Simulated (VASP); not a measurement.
# NiO: single point with PBE+U

Crystal: NiO.

```
Ni O
1.0
     0.00000    2.09131    2.09131
     2.09131    0.00000    2.09131
     2.09131    2.09131    0.00000
Ni O
1 1
Direct
  0.00000 0.00000 0.00000
  0.50000 0.50000 0.50000
```

- Program: VASP 6.6.1
- Task: single point
- Functional: PBE
- Potentials or basis: VASP PAW PBE potentials, release 64 (Ni, O)
- Cutoff: 520 eV
- k mesh: 8 × 8 × 8
- Occupations: gaussian, width 0.05 eV
- Spin: collinear spin, ferromagnetic start
- Starting moments: [1.0, 0.0] μB
- Hubbard terms: Ni d U = 7 eV
- Further INCAR settings: ALGO = Normal; EDIFF = 1e-07; NBANDS = 19

The pressure is 0.9 GPa and the band gap on the k mesh is 2.85 eV, indirect (least direct gap 3.71 eV). The net moment is 2.00 μB per cell and the site moments are Ni +1.85; O +0.15 μB. The valence electrons inside the program's atomic spheres are Ni 9.00; O 5.03.

Levels at points of the mesh, in eV from the valence-band top:
Spin up:
```
           k point  band 5  band 6  band 7  band 8  band 9  band 10  band 11  band 12  band 13  band 14
(0.00, 0.00, 0.00)   -5.33   -5.33   -1.24   -1.24   -1.24     2.85    17.68    17.68    17.68    19.14
(0.50, 0.00, 0.00)   -4.84   -4.84   -3.27    0.00    0.00     6.88    11.25    15.11    15.11    20.72
(0.50, 0.50, 0.00)   -5.35   -4.52   -4.52   -2.61   -2.61     7.15    11.36    12.08    17.85    17.85
```
Spin down:
| k point | band 5 | band 6 | band 7 | band 8 | band 9 | band 10 |
| --- | --- | --- | --- | --- | --- | --- |
| (0.00, 0.00, 0.00) | -0.93 | -0.93 | -0.93 | 2.96 | 2.96 | 3.19 |
| (0.50, 0.00, 0.00) | -2.40 | -1.89 | -1.89 | 5.24 | 5.24 | 7.05 |
| (0.50, 0.50, 0.00) | -3.44 | -2.32 | -2.32 | 3.42 | 3.85 | 7.81 |

Eigenvalues of the final occupation matrices:
| site | spin | trace | eigenvalues |
| --- | --- | --- | --- |
| site 1 d | 1 | 5.04 | 0.99 0.99 0.99 1.04 1.04 |
| site 1 d | 2 | 3.21 | 0.13 0.13 0.98 0.98 0.98 |

Wall time 27 s on 1 thread of Intel(R) Xeon(R) Platinum 8375C CPU @ 2.90GHz (Ice Lake), with other jobs on the host, peak memory 0.15 GiB.

Caveat: a cell with one magnetic atom can't hold antiferromagnetic order, which such compounds often take. A k mesh can miss the band edges.
